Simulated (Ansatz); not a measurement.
# Ge2Sb2Te5: do energies and stresses tell the same story?

All numbers below come from Ansatz, DFT PBE, scalar-relativistic, plane waves, PAW.

Settings: cutoff 420 eV, Γ-centred mesh 12×12×2 on the computed 9-atom cell, Gaussian smearing of 0.10 eV; no spin polarisation.

Relaxed cell: P-3m1, a = 4.264 Å, b = 4.264 Å, c = 18.066 Å, α = 90.00°, β = 90.00°, γ = 120.00°, 9 atoms in the primitive cell. Whether it is the stable form of this composition wasn't checked.

Energies at zero smearing and pressures from the stress tensor, at volumes with shape and atoms relaxed:
| V (Å³/atom) | E − E(first) (meV/atom) | P (GPa) |
| --- | --- | --- |
| 29.708 | 0.00 | 1.695 |
| 30.656 | -6.82 | 0.669 |
| 31.604 | -8.65 | 0.004 |
| 32.552 | -8.17 | -0.150 |
| 33.500 | -7.51 | -0.111 |

Check P = −dE/dV between neighbouring volumes, and get the bulk modulus from the pressures alone.

With 1 eV/Å³ = 160.2 GPa:
| middle V (Å³/atom) | −ΔE/ΔV (GPa) | mean P (GPa) |
| --- | --- | --- |
| 30.182 | 1.152 | 1.182 |
| 31.130 | 0.310 | 0.337 |
| 32.078 | -0.082 | -0.073 |
| 33.026 | -0.110 | -0.131 |

The two differ by 0.031 GPa at most. The mean of two end pressures misses the average over a step by about ΔV² P″/12, up to 0.043 GPa here; with that taken off 0.027 GPa remains, from the smearing term (the stress is the derivative of the free energy), the finite cutoff, the mesh or the relaxation's tolerance. Around V = 31.604 Å³/atom, the two neighbours give B = −V ΔP/ΔV = 31.604 × 0.819 / 1.896 = 13.7 GPa, against B0 = 10.8 GPa from the Birch–Murnaghan fit of the energies, which describes these points poorly (B0' = 39.0).

The cell holds layers, and where no dispersion correction was added their binding is poorly described.

1 further run of this set didn't finish or converge.